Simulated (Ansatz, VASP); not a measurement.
**MgO: VASP beside Ansatz**

```
CELL_PARAMETERS angstrom
3.38990 0.00000 0.00000
-1.69495 2.93574 0.00000
0.00000 0.00000 10.23350
ATOMIC_POSITIONS crystal
Mg 0.33333 0.66667 0.96949
Mg 0.00000 0.00000 0.22082
Mg 0.00000 0.00000 0.72082
Mg 0.66667 0.33333 0.46949
O 0.33333 0.66667 0.78004
O 0.00000 0.00000 0.52964
O 0.00000 0.00000 0.02964
O 0.66667 0.33333 0.28004
```

Alike in both runs: task single point; functional PBE; k mesh 9 × 9 × 2; occupations gaussian, width 0.05 eV; no spin polarisation.

|  | VASP | Ansatz |
| --- | --- | --- |
| version | VASP 6.6.1 | Ansatz 0.2.0 |
| potentials or method | VASP PAW PBE potentials, release 64 (Mg, O) | scalar-relativistic, plane waves, PAW |
| plane-wave cutoff (eV) | 520 | 520 |
| valence electrons in the cell | 32 | 64 |

VASP gave:

```
gap on the k mesh at the Fermi level (eV)       : 3.12
least direct gap on the mesh (eV)               : 3.12
pressure (GPa)                                  : -4.1
largest component of the traceless stress (GPa) : 8.18
rms of the force components (eV/Å)              : 0.292
```

Question: What did Ansatz give for the same quantities?

Answer: gap on the k mesh at the Fermi level (eV): 3.14; least direct gap on the mesh (eV): 3.14; pressure (GPa): -3.7; largest component of the traceless stress (GPa): 8.06; rms of the force components (eV/Å): 0.289.

Atom by atom the forces differ by 0.003 eV/Å (rms over components). The two sets of potentials don't hold the same shells in valence.
